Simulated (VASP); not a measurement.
Runs of VASP 6.6.1 on Cu. The structure is cubic, space group Fm-3m (No. 225). The conventional cell has a = 3.615 Å, b = 3.615 Å, c = 3.615 Å, α = 90.00°, β = 90.00°, γ = 90.00°. Cu (site symmetry m-3m) has 12 Cu at 2.56 Å as nearest neighbours. 

```tsv
task	level	potentials or basis	cell	cutoff (eV)	smearing	gap on the mesh (eV)	pressure (GPa)	relaxed volume (Å³/atom)
relaxation of cell and atoms	PBEsol+D3(BJ)	VASP PAW PBE potentials, release 64 (Cu)	relaxed	600	fermi-dirac 0.05 eV	none	-0.1	10.85
single point	PBE	VASP PAW PBE potentials, release 64 (Cu)	as given	520	gaussian 0.016 eV	none	(a)	-
relaxation of cell and atoms	PBE	VASP PAW PBE potentials, release 64 (Cu_pv)	relaxed	600	fermi-dirac 0.05 eV	none	0.0	11.85
band structure	AM05	VASP PAW PBE potentials, release 64 (Cu)	as given	520	fermi-dirac 0.05 eV	-	-6.1	-
```

Alike in all rows: no spin polarisation; k mesh 13 × 13 × 13.

Task: Estimate the missing entries.

Result: (a) 2.2.

Caveats: the PAW data sets were made with another functional, which shifts forces and pressure a little (some runs); pairwise dispersion overbinds metals, which lowers pressure and volume (some runs).

A k mesh can miss the band edges.

A gap of «none» marks a metal or a gap under the smearing width.

Not every run made on this cell is shown here.
